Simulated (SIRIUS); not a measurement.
# Si (Pm-3m) in SIRIUS: a series of runs

Runs on Si. Level: LDA. Tasks: equation of state.

All numbers are computed with SIRIUS 7.12.0; they aren't measurements. Logs are shortened: lines on timing, memory, paths and dates and some standing lists are left out, and cuts for length are marked. The log counts tension as positive stress, the text compression.

## (1) The structure

It takes space group Pm-3m (No. 221, cubic). The conventional cell has a = 2.532 Å, b = 2.532 Å, c = 2.532 Å, α = 90.00°, β = 90.00°, γ = 90.00°. Si (site symmetry m-3m) has 6 Si at 2.53 Å as nearest neighbours.

The cell was built by a generator and needn't be a form met in nature.

## (2) Equation of state, LDA, 15.26 Å³/atom (volume scaled by 0.94)

sirius.json

```json
{
  "control": {
    "processing_unit": "cpu",
    "std_evp_solver_name": "lapack",
    "gen_evp_solver_name": "lapack",
    "verbosity": 2,
    "print_forces": false,
    "ortho_rf": true,
    "use_second_variation": true,
    "rmt_max": 3.0,
    "num_bands_to_print": 12,
    "save_wf": true
  },
  "parameters": {
    "electronic_structure_method": "full_potential_lapwlo",
    "xc_functionals": ["XC_LDA_X", "XC_LDA_C_PW"],
    "core_relativity": "dirac",
    "valence_relativity": "iora",
    "num_fv_states": 12,
    "smearing": "fermi_dirac",
    "smearing_width": 0.0018374661,
    "pw_cutoff": 20,
    "gk_cutoff": 3.41,
    "lmax_apw": 10,
    "lmax_rho": 8,
    "lmax_pot": 8,
    "num_mag_dims": 0,
    "auto_rmt": 0,
    "ngridk": [10, 10, 10],
    "shiftk": [0, 0, 0],
    "num_dft_iter": 80,
    "energy_tol": 1e-07,
    "density_tol": 1e-05,
    "use_symmetry": true
  },
  "settings": {"tol_ne": 1e-10},
  "iterative_solver": {"type": "exact"},
  "mixer": {"type": "anderson", "beta": 0.5, "max_history": 8},
  "unit_cell": {
    "lattice_vectors": [[4.6873140615, 0.0, 0.0], [0.0, 4.6873140615, 0.0], [0.0, 0.0, 4.6873140615]],
    "atom_types": ["Si"],
    "atom_files": {"Si": "Si.json"},
    "atoms": {"Si": [[0.5, 0.5, 0.5]]}
  }
}
```

Si.json

```json
{
  "name": "silicon",
  "symbol": "Si",
  "number": 14,
  "mass": 28.0855,
  "rmin": 1e-06,
  "rmt": 2.29,
  "nrmt": 800,
  "rinf": 17.42,
  "core": "1s",
  "valence": [
    {"basis": [{"enu": 0.13, "dme": 0, "n": 0, "auto": 0}, {"enu": 0.13, "dme": 1, "n": 0, "auto": 0}]},
    {"l": 0, "n": 1, "basis": [{"enu": 0.1568, "dme": 0, "n": 0, "auto": 0}]},
    {"l": 1, "n": 2, "basis": [{"enu": 0.23, "dme": 0, "n": 0, "auto": 0}]},
    {"l": 2, "n": 3, "basis": [{"enu": 0.23, "dme": 0, "n": 0, "auto": 0}]},
    {"l": 3, "n": 4, "basis": [{"enu": 0.23, "dme": 0, "n": 0, "auto": 0}]}
  ],
  "lo": [
    {
      "l": 0,
      "basis": [{"enu": 0.1568, "dme": 0, "n": 0, "auto": 0}, {"enu": 0.1568, "dme": 1, "n": 0, "auto": 0}]
    },
    {
      "l": 0,
      "basis": [{"enu": -4.7107, "dme": 0, "n": 2, "auto": 1}, {"enu": -4.7107, "dme": 1, "n": 2, "auto": 1}]
    },
    {
      "l": 0,
      "basis": [{"enu": -4.7107, "dme": 1, "n": 2, "auto": 1}, {"enu": 0.1568, "dme": 0, "n": 0, "auto": 0}]
    },
    {
      "l": 0,
      "basis": [{"enu": 0.1568, "dme": 0, "n": 0, "auto": 0}, {"enu": 3.2078, "dme": 0, "n": 0, "auto": 0}]
    },
    {"l": 1, "basis": [{"enu": 0.23, "dme": 0, "n": 0, "auto": 0}, {"enu": 0.23, "dme": 1, "n": 0, "auto": 0}]},
    {
      "l": 1,
      "basis": [{"enu": -3.1298, "dme": 0, "n": 2, "auto": 1}, {"enu": -3.1298, "dme": 1, "n": 2, "auto": 1}]
    },
    {
      "l": 1,
      "basis": [{"enu": -3.1298, "dme": 1, "n": 2, "auto": 1}, {"enu": 0.23, "dme": 0, "n": 0, "auto": 0}]
    },
    {"l": 1, "basis": [{"enu": 0.23, "dme": 0, "n": 0, "auto": 0}, {"enu": 3.7387, "dme": 0, "n": 0, "auto": 0}]},
    {"l": 2, "basis": [{"enu": 0.23, "dme": 0, "n": 0, "auto": 0}, {"enu": 0.23, "dme": 1, "n": 0, "auto": 0}]},
    {"l": 2, "basis": [{"enu": 0.23, "dme": 1, "n": 0, "auto": 0}, {"enu": 0.23, "dme": 2, "n": 0, "auto": 0}]},
    {"l": 2, "basis": [{"enu": 0.23, "dme": 0, "n": 0, "auto": 0}, {"enu": 3.2048, "dme": 0, "n": 0, "auto": 0}]},
    {"l": 3, "basis": [{"enu": 0.23, "dme": 0, "n": 0, "auto": 0}, {"enu": 0.23, "dme": 1, "n": 0, "auto": 0}]}
  ],
  "free_atom": [... radial grid and density of the free atom, the start of the SCF ...]
}
```

sirius_start.json

```json
{
  "control": {
    "processing_unit": "cpu",
    "std_evp_solver_name": "lapack",
    "gen_evp_solver_name": "lapack",
    "verbosity": 1,
    "print_forces": false,
    "ortho_rf": true,
    "use_second_variation": true,
    "rmt_max": 3.0,
    "num_bands_to_print": 12,
    "save_wf": false
  },
  "parameters": {
    "electronic_structure_method": "full_potential_lapwlo",
    "xc_functionals": ["XC_LDA_X", "XC_LDA_C_PW"],
    "core_relativity": "dirac",
    "valence_relativity": "iora",
    "num_fv_states": 12,
    "smearing": "fermi_dirac",
    "smearing_width": 0.0055123983,
    "pw_cutoff": 20,
    "gk_cutoff": 2.72,
    "lmax_apw": 10,
    "lmax_rho": 8,
    "lmax_pot": 8,
    "num_mag_dims": 0,
    "auto_rmt": 0,
    "ngridk": [4, 4, 4],
    "shiftk": [0, 0, 0],
    "num_dft_iter": 30,
    "energy_tol": 0.01,
    "density_tol": 0.05,
    "use_symmetry": true
  },
  "settings": {"tol_ne": 1e-10},
  "iterative_solver": {"type": "exact"},
  "mixer": {"type": "anderson", "beta": 0.5, "max_history": 8},
  "unit_cell": {
    "lattice_vectors": [[4.6873140615, 0.0, 0.0], [0.0, 4.6873140615, 0.0], [0.0, 0.0, 4.6873140615]],
    "atom_types": ["Si"],
    "atom_files": {"Si": "Si.json"},
    "atoms": {"Si": [[0.5, 0.5, 0.5]]}
  }
}
```

Potentials or basis: all-electron FP-LAPW, apw+lo standard.

Started as:

```sh
> OMP_NUM_THREADS=1 sirius.scf --input=sirius_start.json --output=start.json
> OMP_NUM_THREADS=1 sirius.scf --input=sirius.json --output=output.json --task=1
```

Log:

```text
[info] SIRIUS version : 7.12.0
[info] number of MPI ranks           : 1
[info] MPI grid                      : 1 1
[info] maximum number of OMP threads : 1
[fft] FFT context for density and potential
[fft] =====================================
[fft]   plane wave cutoff                     : 20
[fft]   grid size                             : 32 32 32   total : 32768
[fft]   grid limits                           : -15 16   -15 16   -15 16
[fft]   number of G-vectors within the cutoff : 13949
[fft]   number of G-shells                    : 407
[fft] FFT context for coarse grid
[fft] =====================================
[fft]   plane wave cutoff                     : 6.82
[fft]   grid size                             : 15 15 15   total : 3375
[fft]   grid limits                           : -7 7   -7 7   -7 7
[fft]   number of G-vectors within the cutoff : 515
[fft]   number of G-shells                    : 27
[unit cell] lattice vectors
[unit cell]   a1 :       4.6873140615      0.0000000000      0.0000000000
[unit cell]   a2 :       0.0000000000      4.6873140615      0.0000000000
[unit cell]   a3 :       0.0000000000      0.0000000000      4.6873140615
[unit cell] reciprocal lattice vectors
[unit cell]   b1 :       1.3404660376      0.0000000000      0.0000000000
[unit cell]   b2 :       0.0000000000      1.3404660376      0.0000000000
[unit cell]   b3 :       0.0000000000      0.0000000000      1.3404660376
[unit cell] unit cell volume :       102.98456997 [a.u.^3]
[unit cell] 1/sqrt(omega)    :         0.09854031
[unit cell] MT volume        :        50.30313549 (48.85%)
[unit cell] IT volume        :        52.68143448 (51.15%)
[unit cell] number of atom types : 1
[unit cell] type id : 0 symbol : Si mt_radius :   2.290000 num_atoms : 1
[unit cell] total number of atoms : 1
[unit cell] number of symmetry classes : 1
[unit cell] atom id  type id  class id             position                      vector_field
[unit cell] ------------------------------------------------------------------------------------------
[unit cell]      0        0        0      0.50000   0.50000   0.50000      0.00000   0.00000   0.00000
[unit cell] atom id         position (Cartesian, a.u.)
[unit cell] ---------------------------------------------
[unit cell]      0       2.343657    2.343657    2.343657
[... 279 lines left out ...]
[diagonalize] ik:    0   -4.605086   -3.019128   -3.019128   -3.019128   -0.212374    0.565611    0.565611    0.583922    0.583922    0.583922    0.888447    1.212398
[diagonalize] ik:    1   -4.605079   -3.019184   -3.019124   -3.019124   -0.203881    0.444298    0.572420    0.590910    0.590910    0.691586    0.919624    1.160056
[diagonalize] ik:    2   -4.605062   -3.019327   -3.019111   -3.019111   -0.178547    0.317487    0.592009    0.611673    0.611673    0.774930    1.009783    1.060874
[diagonalize] ik:    3   -4.605041   -3.019508   -3.019094   -3.019094   -0.136924    0.200932    0.621176    0.645287    0.645287    0.838199    0.961394    0.961394
[diagonalize] ik:    4   -4.605023   -3.019653   -3.019084   -3.019084   -0.081004    0.099338    0.651328    0.687699    0.687699    0.877348    0.877348    0.898388
[diagonalize] ...
[diagonalize] ik:   51   -4.604906   -3.019628   -3.019628   -3.019417    0.235675    0.243507    0.243507    0.405547    0.572023    0.608793    0.608793    0.814975
[diagonalize] ik:   52   -4.604902   -3.019571   -3.019564   -3.019564    0.174563    0.301686    0.301686    0.441346    0.534934    0.534934    0.579700    0.801818
[diagonalize] ik:   53   -4.604895   -3.019621   -3.019566   -3.019562    0.223771    0.259987    0.326993    0.473601    0.492502    0.493557    0.578174    0.759651
[diagonalize] ik:   54   -4.604889   -3.019616   -3.019616   -3.019560    0.282271    0.286294    0.286294    0.450447    0.487074    0.518004    0.518004    0.717272
[diagonalize] ik:   55   -4.604882   -3.019610   -3.019610   -3.019610    0.311931    0.311931    0.311931    0.444514    0.476303    0.476303    0.476303    0.673825
[generate_core_charge_density] atom class : 0
[generate_core_charge_density]   n,l,k : 1 0 1  energy :         -64.85680033
[find] Total energy                   :    -289.03114929 (Ha),    -578.06229857 (Ry)
[find] iteration : 1, RMS (target) : 5.3900e-03 (1.0000e-05) , energy difference (target) : 1.3757e-06 (1.0000e-07)
[find] Total energy                   :    -289.03114953 (Ha),    -578.06229905 (Ry)
[find] iteration : 2, RMS (target) : 2.4382e-04 (1.0000e-05) , energy difference (target) : -2.4031e-07 (1.0000e-07)
[find] Total energy                   :    -289.03114963 (Ha),    -578.06229925 (Ry)
[find] iteration : 3, RMS (target) : 1.9392e-05 (1.0000e-05) , energy difference (target) : -9.9312e-08 (1.0000e-07)
[find] Charges and magnetic moments
[find] --------------------------------------------------------------------------------
[find] atom      charge    core leakage
[find] --------------------------------------------------------------------------------
[find]    0   12.535524    0.000000e+00
[find] total core leakage    : 0.00000000e+00
[find] interstitial charge   : 1.464476
[find] total charge          : 14.000000
[find] Energy
[find] --------------------------------------------------------------------------------
[find] valence_eval_sum               :     -26.95703302
[find] core_eval_sum                  :    -129.71344313
[find] kinetic energy                 :     289.49452735
[find] enuc                           :    -348.70017317
[find] <rho|V^{XC}>                   :     -26.24482682
[find] <rho|E^{XC}>                   :     -19.86543050
[find] <mag|B^{XC}>                   :       0.00000000
[find] <rho|V^{H}>                    :    -419.92017667
[find] smearing (-TS)                 :      -0.00004976
[find] SCF correction                 :       0.00001503
[find] Total energy                   :    -289.03114963 (Ha),    -578.06229927 (Ry)
[find] Free energy (E-TS)             :    -289.03119940 (Ha),    -578.06239879 (Ry)
[find] band gap (eV)                  :       0.00000000
[find] Efermi                         :       0.29137216
[find] iteration : 4, RMS (target) : 7.7487e-06 (1.0000e-05) , energy difference (target) : -7.6799e-09 (1.0000e-07)
[find] converged after 5 SCF iterations!
[find] Charges and magnetic moments
[find] --------------------------------------------------------------------------------
[find] atom      charge    core leakage
[find] --------------------------------------------------------------------------------
[find]    0   12.535524    0.000000e+00
[find] total core leakage    : 0.00000000e+00
[find] interstitial charge   : 1.464476
[find] total charge          : 14.000000
[find] Energy
[find] --------------------------------------------------------------------------------
[find] valence_eval_sum               :     -26.95703302
[find] core_eval_sum                  :    -129.71344313
[find] kinetic energy                 :     289.49452735
[find] enuc                           :    -348.70017317
[find] <rho|V^{XC}>                   :     -26.24482682
[find] <rho|E^{XC}>                   :     -19.86543050
[find] <mag|B^{XC}>                   :       0.00000000
[find] <rho|V^{H}>                    :    -419.92017667
[find] smearing (-TS)                 :      -0.00004976
[find] SCF correction                 :       0.00001503
[find] Total energy                   :    -289.03114963 (Ha),    -578.06229927 (Ry)
[find] Free energy (E-TS)             :    -289.03119940 (Ha),    -578.06239879 (Ry)
[find] band gap (eV)                  :       0.00000000
[find] Efermi                         :       0.29137216
```

Wall time 11 s (1 thread of Arm Neoverse V1, shared host); peak memory 0.27 GiB.

What came out:

| Item | Value |
| --- | --- |
| Free energy | -7864.9396 eV |
| Band gap on the k mesh | none (metal or under the smearing width) |
| All electrons inside the program's atomic spheres | Si 12.54 (radii Si 2.29 bohr) |

## (3) Equation of state, LDA, 15.59 Å³/atom (volume scaled by 0.96)

Edit sirius.json of step 2 so:

```diff
@@ -39,3 +39,3 @@
   "unit_cell": {
-    "lattice_vectors": [[4.6873140615, 0.0, 0.0], [0.0, 4.6873140615, 0.0], [0.0, 0.0, 4.6873140615]],
+    "lattice_vectors": [[4.7203244031, 0.0, 0.0], [0.0, 4.7203244031, 0.0], [0.0, 0.0, 4.7203244031]],
     "atom_types": ["Si"],
```

Si.json

```json
{
  "name": "silicon",
  "symbol": "Si",
  "number": 14,
  "mass": 28.0855,
  "rmin": 1e-06,
  "rmt": 2.29,
  "nrmt": 800,
  "rinf": 17.42,
  "core": "1s",
  "valence": [
    {"basis": [{"enu": 0.12, "dme": 0, "n": 0, "auto": 0}, {"enu": 0.12, "dme": 1, "n": 0, "auto": 0}]},
    {"l": 0, "n": 1, "basis": [{"enu": 0.1467, "dme": 0, "n": 0, "auto": 0}]},
    {"l": 1, "n": 2, "basis": [{"enu": 0.22, "dme": 0, "n": 0, "auto": 0}]},
    {"l": 2, "n": 3, "basis": [{"enu": 0.22, "dme": 0, "n": 0, "auto": 0}]},
    {"l": 3, "n": 4, "basis": [{"enu": 0.22, "dme": 0, "n": 0, "auto": 0}]}
  ],
  "lo": [
    {
      "l": 0,
      "basis": [{"enu": 0.1467, "dme": 0, "n": 0, "auto": 0}, {"enu": 0.1467, "dme": 1, "n": 0, "auto": 0}]
    },
    {
      "l": 0,
      "basis": [{"enu": -4.7207, "dme": 0, "n": 2, "auto": 1}, {"enu": -4.7207, "dme": 1, "n": 2, "auto": 1}]
    },
    {
      "l": 0,
      "basis": [{"enu": -4.7207, "dme": 1, "n": 2, "auto": 1}, {"enu": 0.1467, "dme": 0, "n": 0, "auto": 0}]
    },
    {
      "l": 0,
      "basis": [{"enu": 0.1467, "dme": 0, "n": 0, "auto": 0}, {"enu": 3.1978, "dme": 0, "n": 0, "auto": 0}]
    },
    {"l": 1, "basis": [{"enu": 0.22, "dme": 0, "n": 0, "auto": 0}, {"enu": 0.22, "dme": 1, "n": 0, "auto": 0}]},
    {
      "l": 1,
      "basis": [{"enu": -3.1398, "dme": 0, "n": 2, "auto": 1}, {"enu": -3.1398, "dme": 1, "n": 2, "auto": 1}]
    },
    {
      "l": 1,
      "basis": [{"enu": -3.1398, "dme": 1, "n": 2, "auto": 1}, {"enu": 0.22, "dme": 0, "n": 0, "auto": 0}]
    },
    {"l": 1, "basis": [{"enu": 0.22, "dme": 0, "n": 0, "auto": 0}, {"enu": 3.7287, "dme": 0, "n": 0, "auto": 0}]},
    {"l": 2, "basis": [{"enu": 0.22, "dme": 0, "n": 0, "auto": 0}, {"enu": 0.22, "dme": 1, "n": 0, "auto": 0}]},
    {"l": 2, "basis": [{"enu": 0.22, "dme": 1, "n": 0, "auto": 0}, {"enu": 0.22, "dme": 2, "n": 0, "auto": 0}]},
    {"l": 2, "basis": [{"enu": 0.22, "dme": 0, "n": 0, "auto": 0}, {"enu": 3.1948, "dme": 0, "n": 0, "auto": 0}]},
    {"l": 3, "basis": [{"enu": 0.22, "dme": 0, "n": 0, "auto": 0}, {"enu": 0.22, "dme": 1, "n": 0, "auto": 0}]}
  ],
  "free_atom": [... radial grid and density of the free atom, the start of the SCF ...]
}
```

Edit sirius_start.json of step 2 so:

```diff
@@ -39,3 +39,3 @@
   "unit_cell": {
-    "lattice_vectors": [[4.6873140615, 0.0, 0.0], [0.0, 4.6873140615, 0.0], [0.0, 0.0, 4.6873140615]],
+    "lattice_vectors": [[4.7203244031, 0.0, 0.0], [0.0, 4.7203244031, 0.0], [0.0, 0.0, 4.7203244031]],
     "atom_types": ["Si"],
```

Potentials or basis: all-electron FP-LAPW, apw+lo standard.

Started as:

```sh
> OMP_NUM_THREADS=1 sirius.scf --input=sirius_start.json --output=start.json
> OMP_NUM_THREADS=1 sirius.scf --input=sirius.json --output=output.json --task=1
```

Run time: 11 s. Hardware: 1 thread of Arm Neoverse V1, shared host; peak memory 0.27 GiB.

The run converged. Its results:

```yaml
Free_energy: -7864.9439 eV
Band_gap_on_the_k_mesh: none (metal or under the smearing width)
All_electrons_inside_the_program's_atomic_spheres: Si 12.51 (radii Si 2.29 bohr)
```

(Part 1 of 2 ends here.)
